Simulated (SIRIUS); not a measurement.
## Zr in SIRIUS: the effect of strain

Crystal: Zr.

```
Zr
1.0
     3.10272    0.00000    0.00000
    -1.55136    2.68703    0.00000
     0.00000    0.00000    5.14700
Zr
2
Direct
  0.66667 0.33333 0.75000
  0.33333 0.66667 0.25000
```

The cell isn't the ideal one: strain = -0.04 (biaxial xy).

Alike in all runs:

```yaml
Program: SIRIUS 7.10.0
Task: single point
Functional: PBE
Potentials_or_basis: PseudoDojo 0.4.1 PBE standard (scalar relativistic)
Cutoff: 915 eV
Density_cutoff: 3659 eV
k_mesh: 6 × 6 × 4
Occupations: fermi-dirac, width 0.05 eV
Spin: no spin polarisation
Strain_kind: biaxial xy
Libxc_names: "[\"XC_GGA_X_PBE\", \"XC_GGA_C_PBE\"]"
Energy_tol: 1e-08 Ha
Density_tol: 1e-06
Mixer: anderson
Mixing_beta: 0.7
Max_scf: 100
```

Task: One run gave: pressure 0.3 GPa. Which strain did it use?
A. -2 % (biaxial xy)
B. +1 % (biaxial xy)
C. -4 % (biaxial xy)
D. -1 % (biaxial xy)
E. +0 % (biaxial xy)

Result: E.

```tsv
strain	pressure (GPa)
-4 % (biaxial xy)	8.8
-2 % (biaxial xy)	4.4
-1 % (biaxial xy)	2.3
+0 % (biaxial xy)	0.3
+1 % (biaxial xy)	-1.5
+2 % (biaxial xy)	-3.2
+4 % (biaxial xy)	-6.1
```

Caveats: some runs use coarse meshes.
